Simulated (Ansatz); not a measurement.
# Formation energy and levels of the substitutional impurity Nb_Si in SiC (F-43m)

Charge states of Nb_Si in SiC (F-43m), set against the band edges. Model: a cell of 54 host atoms with 1 Si taken out and 1 Nb put in.

Method: place-levels on r2SCAN runs: charge-transition levels and formation energies with image-charge correction and potential alignment at the atomic sites; PAW set soft_1, in Ansatz 0.2.0.

**What experiment says.**

For SiC, cubic 3C zincblende (literature value), “Insight into the structural, elastic and electronic properties of a new orthorhombic 6O-SiC polytype” (2020, pmc:7200658) quotes earlier work: band gap (indirect gap) 2.4 eV [literature value; measurement temperature and method not stated].

### 1. Starting point

The cell holds 54 atoms: 26 Si, 27 C and 1 Nb. Cell: a = 9.242 Å, b = 9.242 Å, c = 9.242 Å, α = 60.0°, β = 60.0°, γ = 60.0°. It derives from SiC (space group F-43m). Nearest the centre at fractional (0.333, 0.667, 0.667): Nb35 at 0.00 Å, C30 at 1.89 Å, C34 at 1.89 Å, C36 at 1.89 Å, C18 at 1.89 Å, Si25 at 3.08 Å, Si23 at 3.08 Å, Si13 at 3.08 Å.

As a file:

```xyz
54
Lattice="0.0000 6.5349 6.5349 6.5349 0.0000 6.5349 6.5349 6.5349 0.0000" Properties=species:S:1:pos:R:3 pbc="T T T"
Si    0.0000    0.0000    0.0000
C     1.0891    1.0891    1.0891
Si    2.1783    2.1783    0.0000
C     3.2674    3.2674    1.0891
Si    4.3566    4.3566    0.0000
C     5.4457    5.4457    1.0891
Si    2.1783    0.0000    2.1783
C     3.2674    1.0891    3.2674
Si    4.3566    2.1783    2.1783
C     5.4457    3.2674    3.2674
Si    6.5349    4.3566    2.1783
C     7.6240    5.4457    3.2674
Si    4.3566    0.0000    4.3566
C     5.4457    1.0891    5.4457
Si    6.5349    2.1783    4.3566
C     7.6240    3.2674    5.4457
Si    8.7132    4.3566    4.3566
C     9.8023    5.4457    5.4457
Si    0.0000    2.1783    2.1783
C     1.0891    3.2674    3.2674
Si    2.1783    4.3566    2.1783
C     3.2674    5.4457    3.2674
Si    4.3566    6.5349    2.1783
C     5.4457    7.6240    3.2674
Si    2.1783    2.1783    4.3566
C     3.2674    3.2674    5.4457
Si    4.3566    4.3566    4.3566
C     5.4457    5.4457    5.4457
Si    6.5349    6.5349    4.3566
C     7.6240    7.6240    5.4457
Si    4.3566    2.1783    6.5349
C     5.4457    3.2674    7.6240
Si    6.5349    4.3566    6.5349
C     7.6240    5.4457    7.6240
Nb    8.7132    6.5349    6.5349
C     9.8023    7.6240    7.6240
Si    0.0000    4.3566    4.3566
C     1.0891    5.4457    5.4457
Si    2.1783    6.5349    4.3566
C     3.2674    7.6240    5.4457
Si    4.3566    8.7132    4.3566
C     5.4457    9.8023    5.4457
Si    2.1783    4.3566    6.5349
C     3.2674    5.4457    7.6240
Si    4.3566    6.5349    6.5349
C     5.4457    7.6240    7.6240
Si    6.5349    8.7132    6.5349
C     7.6240    9.8023    7.6240
Si    4.3566    4.3566    8.7132
C     5.4457    5.4457    9.8023
Si    6.5349    6.5349    8.7132
C     7.6240    7.6240    9.8023
Si    8.7132    8.7132    8.7132
C     9.8023    9.8023    9.8023
```

The host's dielectric constants go in as inputs: 7.06 for the electrons alone, 10.43 with the ions, computed on the host (DFPT, PBEsol, on the r2SCAN cell), and a cell off the functional's own equilibrium shifts the ionic part.

The cell's shortest repeat is 9.2 Å.

### 2. What was run first

Levels follow from differences of total energies between charge states, each relaxed by itself.

Random displacements of about 0.05 Å break the site symmetry at the start, so that the relaxation can reach a distorted minimum if there is one. Forces are taken on a 2×2×2 shifted mesh. The cell holds 1 electron more than the neutral one, with a uniform background that keeps it neutral on the whole.

The sampling was tested on the host first: at the k-points planned (1x1x1 shifted 0.25 0.25 0.25) its energy lies 0.119 eV an atom from the dense-mesh value, so the final energies take a denser sampling.

One state's input; the others differ in charge, spin, start and seed, and in occupations where the table says so.

The input, qm1.relax/input.yaml:

```yaml
crystal:
  lattice:
    - [0.0, 2.17829624, 2.17829624]
    - [2.17829624, 0.0, 2.17829624]
    - [2.17829624, 2.17829624, 0.0]
  atoms:
    - { symbol: Si, position: [0.0, 0.0, 0.0] }
    - { symbol: C, position: [0.25, 0.25, 0.25] }
  supercell: [3, 3, 3]
  defects: [{ substitution: { at: 34, symbol: Nb } }]
total_charge: -1
basis:
  ecutwfc: 500
  xc_grid: 2
hamiltonian:
  xc: r2scan
  pseudopotentials: { kind: paw, azcp: { folder: soft_1 } }
kpoints:
  mp_grid: { grid: [2, 2, 2], shift: [0.5, 0.5, 0.5] }
scf:
  occupations: { method: fixed }
  max_iter: 80
output:
  forces: true
  charged_corrections: { epsilon: 7.06, static_epsilon: 10.43 }
relax:
  f_tol: 0.02
  max_steps: 80
  random_displacement: { amplitude: 0.05, seed: 212 }
checkpoint:
  write: "../qm1.relax.run"
  compress: false
  write_wavefunctions: true
  write_every: 100000
```

The run is started by

```console
$ ansatz run input.yaml --threads 4 --pin off --max-ram 7536MiB --backend cpu --events-out ev --progress --plain --runs-dir out
```

The run of this state that the levels use, under r2SCAN:

The input, qm1.point/input.yaml:

```yaml
crystal:
  checkpoint: "../qm1.relax.run"
  host: checkpoint
total_charge: -1
basis:
  ecutwfc: 500
  xc_grid: 2
hamiltonian:
  xc: r2scan
  pseudopotentials: { kind: paw, azcp: { folder: soft_1 } }
kpoints:
  mp_grid: { grid: [2, 2, 2], shift: [0.5, 0.5, 0.5] }
scf:
  occupations: { method: fixed }
  max_iter: 80
output:
  forces: true
  eigenvalues: true
  charged_corrections:
    epsilon: 7.06
    static_epsilon: 10.43
    defect_position: [0.333333, 0.666667, 0.666667]
  eigenstates: { localisation: true }
  populations: true
  band_densities: [{ bands: [v1, v1] }, { bands: [c1, c1] }]
  write_density: true
  write_potential: true
  volumetric_format: npy
  elf: true
checkpoint:
  read: "../qm1.relax.run"
  write: "../qm1.point.run"
  compress: false
  write_wavefunctions: false
  write_every: 100000
```

Relaxations under r2SCAN at a 2×2×2 shifted mesh; times on 4 threads of Arm Neoverse V1, shared host:

```tsv
charge	moment (μB)	occupations	outcome	steps	largest displacement against the far atoms (Å)	time
−1	0	fixed	converged	6	0.19	2.8 min
−1	2	fixed	converged	6	0.18	8.1 min
0	1	fixed	converged	6	0.17	6.8 min
+1	0	fixed	converged	5	0.13	2.3 min
+1	2	fixed	converged	9	0.16	12 min
```

Single points under r2SCAN at a 2×2×2 shifted mesh; times on 4 threads of Arm Neoverse V1, shared host:

```tsv
charge	moment (μB)	occupations	outcome	time
−1	0	fixed	converged	27 s
−1	2	fixed	converged	63 s
0	1	fixed	converged	54 s
+1	0	fixed	converged	23 s
+1	2	fixed	converged	53 s
```

Distances (Å) from Nb35 to the nearest atoms after relaxation with r2SCAN:

```tsv
charge	moment (μB)	1.	2.	3.	4.	5.	6.
−1	0	C 2.01	C 2.03	C 2.06	C 2.06	Si 3.05	Si 3.05
−1	2	C 2.05	C 2.06	C 2.06	C 2.06	Si 3.09	Si 3.09
0	1	C 2.02	C 2.03	C 2.03	C 2.04	Si 3.08	Si 3.09
+1	0	C 2.01	C 2.01	C 2.01	C 2.02	Si 3.11	Si 3.11
+1	2	C 2.02	C 2.03	C 2.04	C 2.04	Si 3.08	Si 3.09
```

### 3. place-levels, r2SCAN

A charged cell interacts with its images and the background, and its potential has another zero than the host's. place-levels removes the first by a point-charge model, screened by the static dielectric constant since the ions have relaxed around the charge, and the second by comparing potentials at atoms far from the defect.

The host is a run of the defect-free crystal in the same cutoffs, grids and k-points, so that basis and sampling errors cancel in part in the differences. The host is run in a cell of 2 atoms on a matching mesh. Its band edges are searched through the zone by a band path, so the gap is smaller than, or equal to, that on the mesh. Chemical potentials are energies per atom of Si (diamond) and Nb (bcc), run with the same functional and cutoff.

The input, levels.point.yaml:

```yaml
host:
  run: host.point.run
states: [qm1.point.run, qm1_M2.point.run, q0_M1.point.run, qp1.point.run, qp1_M2.point.run]
geometry_from:
  qm1.point.run: qm1.relax.run
  qm1_M2.point.run: qm1_M2.relax.run
  q0_M1.point.run: q0_M1.relax.run
  qp1.point.run: qp1.relax.run
  qp1_M2.point.run: qp1_M2.relax.run
  host.point.run: host.relax.run
chemical_potentials:
  Si:
    energy: -639.06578
    dataset: <sha256 of the dataset>
  Nb:
    energy: -4563.656891
    dataset: "<sha256 of the dataset>"
epsilon: 7.06
static_epsilon: 10.43
vertical:
  - { from: qm1.point.run, to: qm1.point_neutral.run }
  - { from: qm1_M2.point.run, to: qm1_M2.point_neutral.run }
  - { from: qp1.point.run, to: qp1.point_neutral.run }
  - { from: qp1_M2.point.run, to: qp1_M2.point_neutral.run }
```

The run is started by

```console
$ ansatz place-levels levels.point.yaml -- --threads 4 --pin off --max-ram 7536MiB
```

Numbers of over 12 decimals in the logs are rounded to 6 here.

Output:

```text
[... repeated set-up lines and file paths are left out, and long positions are rounded to six places ...]
(+1/0) 1.761 eV above the valence edge (+1.800 eV without the band-filling correction), in the conduction band; not on the lower envelope
(0/-1) 1.710 eV above the valence edge (+2.276 eV without the band-filling correction), 0.000 eV under the conduction edge; not on the lower envelope
(+1/-1) 1.736 eV above the valence edge (+2.038 eV without the band-filling correction), in the conduction band: charges between them are lowest nowhere
formation energy of charge +1: +1.619 eV with the Fermi level at the valence edge
formation energy of charge 0: +3.380 eV with the Fermi level at the valence edge
formation energy of charge -1: +5.090 eV with the Fermi level at the valence edge
vertical -1 to 0: no energy, since no alignment is typed
  the change from vertical[0].from (qm1.point.run) to vertical[0].to (qm1.point_neutral.run): by its potential at epsilon 7.06 it stands at 0.355 0.690 0.709, with an rms radius of about 3.9 Å (2.3 2.3 2.1 Å across the planes of the cell's vectors); [...]
vertical -1 to 0: no energy, since no alignment is typed
  the change from vertical[1].from (qm1_M2.point.run) to vertical[1].to (qm1_M2.point_neutral.run): by its potential at epsilon 7.06 it stands at 0.369 0.708 0.704, with an rms radius of about 2.2 Å (1.3 1.2 1.3 Å across the planes of the cell's vectors); [...]
vertical +1 to 0: no energy, since no alignment is typed
  the change from vertical[2].from (qp1.point.run) to vertical[2].to (qp1.point_neutral.run): by its potential at epsilon 7.06 it stands at 0.366 0.689 0.698, with an rms radius of about 3.2 Å (1.8 1.9 1.9 Å across the planes of the cell's vectors); [...]
vertical +1 to 0: no energy, since no alignment is typed
  the change from vertical[3].from (qp1_M2.point.run) to vertical[3].to (qp1_M2.point_neutral.run): by its potential at epsilon 7.06 it stands at 0.912 0.242 0.243, with an rms radius of about 4.5 Å (2.6 2.5 2.7 Å across the planes of the cell's vectors); [...]
  edges by r2scan, gap 1.710 eV; the host is sampled to repeats of 18.48 Å
  the defect's cells are sampled to repeats of 18.48 Å, like sampling
  charge +1: -27998.2675 eV with its correction of +0.571 eV, at epsilon 10.43, aligned at sites: +0.3288 eV, mean over 19 atomic sites at or beyond 4.62 Å from the defect at [0.3333, 0.6667, 0.6667], with +0.000000 for the charge's moments and without [...]
  charge 0: +0.000 eV for its dipole among its images, +0.000 omitted
  charge -1: -27975.4366 eV with its correction of -0.196 eV, at epsilon 10.43, aligned at sites: +0.4379 eV, mean over 19 atomic sites at or beyond 4.62 Å from the defect at [0.3333, 0.6667, 0.6667], with +0.000000 for the charge's moments and without [...]
  charge +1: states[4] (qp1_M2.point.run) stands 2.213 eV higher, with a moment of 2.00 μB against 0.00
  charge -1: states[1] (qm1_M2.point.run) stands 0.192 eV higher, with a moment of 2.00 μB against 0.00
  of states[3] (qp1.point.run): it parts from the run at its places by a charge that spreads by about 1.9 Å along one vector (1.3 Å or more is wide), by its potential at epsilon 7.06, taken for that of held ions (one typed too small widens it), where the cell [...]
  of states[2] (q0_M1.point.run): a band-filling correction moves a carrier to the host's band edge, which changes its energy by -0.038 eV; stability_check_not_made
  of states[0] (qm1.point.run): it parts from the run at its places by a charge that spreads by about 2.3 Å along one vector (1.3 Å or more is wide), by its potential at epsilon 7.06, taken for that of held ions (one typed too small widens it), where the cell [...]
  of states[4] (qp1_M2.point.run): it parts from the run at its places by a charge that spreads by about 2.7 Å along one vector (1.3 Å or more is wide), by its potential at epsilon 7.06, taken for that of held ions (one typed too small widens it), where the [...]
  of states[1] (qm1_M2.point.run): its alignment with the host at atomic sites is doubtful: the mean over the far sites moves by +0.1268 eV from their farther parts to their nearer, more than 0.05 eV. [...]
  of vertical[0].from (qm1.point.run): it parts from the run at its places by a charge that spreads by about 2.3 Å along one vector (1.3 Å or more is wide), by its potential at epsilon 7.06, taken for that of held ions (one typed too small widens it), where [...]
  of vertical[0].to (qm1.point_neutral.run): stability_check_not_made
  of vertical[1].from (qm1_M2.point.run): its moments are held at its close (magnetization.spin_locking), by a field of 0.129 eV a Bohr magneton, and its energy and levels are of the state that this holds: a run that lets them go can end lower; [...]
  of vertical[1].to (qm1_M2.point_neutral.run): stability_check_not_made
  of vertical[2].from (qp1.point.run): it parts from the run at its places by a charge that spreads by about 1.9 Å along one vector (1.3 Å or more is wide), by its potential at epsilon 7.06, taken for that of held ions (one typed too small widens it), where [...]
  of vertical[2].to (qp1.point_neutral.run): stability_check_not_made
  of vertical[3].from (qp1_M2.point.run): its moments are held at its close (magnetization.spin_locking), by a field of 1.140 eV a Bohr magneton, and its energy and levels are of the state that this holds: a run that lets them go can end lower; [...]
  of vertical[3].to (qp1_M2.point_neutral.run): stability_check_not_made
```

Elapsed: 0.55 s, on 4 threads of Arm Neoverse V1, shared host.

Levels between the charges placed, in eV above the valence top:

```tsv
	gap (eV)	(+1/0)	(0/−1)
r2SCAN	1.71	1.76	1.71
```

Corrections by state:

```tsv
charge	moment (μB)	image terms and alignment (eV)	band filling (eV)	ε used	over the lowest of its charge, as the program ranks them, band filling apart (eV)
+1	0.0	0.571	-	10.43	0.000
0	1.0	0.000	-0.038	-	0.000
−1	0.0	-0.196	-0.604	10.43	0.000
+1	2.0	0.485	-	10.43	2.213
−1	2.0	-0.161	-	10.43	0.192
```

The charged structures listed were also run neutral, and place-levels reads from each pair, by the potential or the spins, how wide the charge is by which they differ; that can be the carrier of either run.

```tsv
charge	rms radius (Å)	spread where it is widest against the cell (Å)	wide from (Å)	reading
+1	3.2	1.88	1.31	wide
−1	3.9	2.31	1.31	wide
```

The neutral runs of these pairs need not share the spin of the lowest neutral state, and very wide values only mean spread over the cell.

From the program's caveats on the states, each cut to its opening words:

- charge +1: it parts from the run at its places by a charge that spreads by about 1.9 Å along one vector (1.3 Å or more is wide), by its potential at epsilon 7.06, taken [...]
- charge 0 (1 μB): a band-filling correction moves a carrier to the host's band edge, which changes its energy by -0.038 eV
- charge 0 (1 μB), +1 (2 μB), −1 (2 μB): flagged: stability check not made
- charge −1: it parts from the run at its places by a charge that spreads by about 2.3 Å along one vector (1.3 Å or more is wide), by its potential at epsilon 7.06, taken [...]
- charge −1: a band-filling correction moves a carrier to the host's band edge, which changes its energy by -0.604 eV
- charge −1: its alignment with the host at atomic sites is doubtful: the mean over the far sites moves by +0.0597 eV from their farther parts to their nearer, more than [...]
- charge +1 (2 μB): it parts from the run at its places by a charge that spreads by about 2.7 Å along one vector (1.3 Å or more is wide), by its potential at epsilon 7.06, taken [...]
- charge +1 (2 μB): its alignment with the host at atomic sites is doubtful: the mean over the far sites moves by +0.1235 eV from their farther parts to their nearer, more than [...]
- charge +1 (2 μB): its moments are held at its close (magnetization.spin_locking), by a field of 1.140 eV a Bohr magneton, and its energy and levels are of the state that this [...]
- charge +1 (2 μB): filled levels lie above empty ones at the fixed electron count
- charge −1 (2 μB): its alignment with the host at atomic sites is doubtful: the mean over the far sites moves by +0.1268 eV from their farther parts to their nearer, more than [...]
- charge −1 (2 μB): its moments are held at its close (magnetization.spin_locking), by a field of 0.129 eV a Bohr magneton, and its energy and levels are of the state that this [...]

The host's formation energy from the elements is -0.356 eV per atom; it sets how far the chemical potentials can move.

Formation energies (eV), C-rich (Δμ(C) = 0.00 eV, Δμ(Si) = -0.71 eV, Δμ(Nb) = 0.00 eV):

```tsv
charge	Fermi level at the valence top	at the conduction bottom
+1	0.91	2.62
0	2.67	2.67
−1	4.38	2.67
```

Formation energies (eV), Si-rich (Δμ(Si) = 0.00 eV, Δμ(C) = -0.71 eV, Δμ(Nb) = 0.00 eV):

```tsv
charge	Fermi level at the valence top	at the conduction bottom
+1	1.62	3.33
0	3.38	3.38
−1	5.09	3.38
```

### 4. What came out

| Item | Value |
| --- | --- |
| gap of the host | 1.71 eV (r2SCAN) |
| level (plus 1/0) | 1.76 eV above the valence top, past the conduction bottom, not a change between lowest states (1.80 eV above the valence top without the band-filling term) |
| level (0/minus 1) | 1.71 eV above the valence top, at the conduction bottom, not a change between lowest states (2.28 eV above the valence top without the band-filling term) |
| lowest of the charges placed, just above the valence top (0.02 eV) | +1 |
| lowest of the charges placed, just below the conduction bottom (0.02 eV) | +1 |
| lowest formation energy at mid-gap of the charges run, C-rich | 1.76 eV |
| lowest formation energy at mid-gap of the charges run, Si-rich | 2.47 eV |

What this shows: Of the charges placed (−1, 0 and +1), +1 is the lowest from 0.02 eV above the valence top to 0.02 eV below the conduction bottom, a gap of 1.71 eV. Charges above +1 were not placed, so these runs say nothing of levels that involve them. States placed: +1 at 0 μB and 2 μB; 0 at 1 μB; −1 at 0 μB and 2 μB. Other spin states or structures, where not listed, weren't placed. The program finds carriers beyond a band edge of the host and adds a band-filling term at charge −1 (-0.60 eV) and 0 (-0.04 eV); steps to such a charge show no bound level, and a defect level inside a band would be read the same way. Nb is taken at its element; compounds, which aren't counted here, bound the chemical potentials and would shift these formation energies. The program doubts the alignment of potentials for at least one state, a sign that the cell is small. Keep in mind: r2SCAN makes the gap too small and tends to spread out bound carriers.

Calculation against experiment:

```
                             quantity  measured           r2SCAN
band gap (least gap of the host) (eV)       2.4  1.71 (-0.69 eV)
```

Measured values from pmc:7200658 (2020).

How well it matches: The band gap is off by -0.69 eV: a clear miss. Local and semilocal functionals usually give gaps below the measured ones. Zero-point and thermal motion shift the measured gap.

[Logs are printed without paths, hosts, clocks, repeated set-up lines and the standing remarks that a program may print on its own settings, such as how far it seeks lower states.]

[Hosts, paths, dates, database ids (printed as entryN), source tags and the programs' standing remarks are cut or masked in the printed files.]

[Where a table of states has a column of steps, it counts the stored structures, which are thinned; the runs took as many ionic steps or more.]

[A defect's name tells the site on which it was built; relaxed atoms can leave that site.]

[For some hosts the program warned that the k-mesh of the response run may be too coarse for force constants and the static dielectric constant; such warnings are not shown here.]
